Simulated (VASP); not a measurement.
SnS2, 6 atoms in the cell. The cell holds a slab with vacuum, 6 atoms: a = 3.681 Å, b = 3.681 Å, c = 26.802 Å, α = 90.00°, β = 90.00°, γ = 120.00°. 

```yaml
Program: VASP 6.6.1
Task: relaxation of cell and atoms
Functional: rev-vdW-DF2
Potentials_or_basis: VASP PAW PBE potentials, release 64 (S, Sn_d)
Cutoff: 600 eV
k_mesh: 12 × 12 × 1
Occupations: gaussian, width 0.03 eV
Spin: no spin polarisation
Further_INCAR_settings: ALGO = Normal; EDIFF = 1e-07; IBRION = 2; EDIFFG = -0.005; NSW = 90; ISIF = 3
```

Potentials or basis: VASP PAW PBE potentials, release 64 (S, Sn_d).

The run is started by

```sh
$ cat potpaw_PBE.64/S/POTCAR potpaw_PBE.64/Sn_d/POTCAR > POTCAR
$ mpirun -np 2 vasp_std > vasp.out
```

Hardware: 2 MPI ranks on AMD EPYC 7R43 64-Core Processor (Zen 3), with other jobs on the host.

Task: How long does it take, and how much memory?

Result: It took 11 min on 2 MPI ranks on AMD EPYC 7R43 64-Core Processor (Zen 3), with other jobs on the host, peak memory 1.4 GiB a rank. Counts: scf iterations 19, k points 19, ion steps 1.
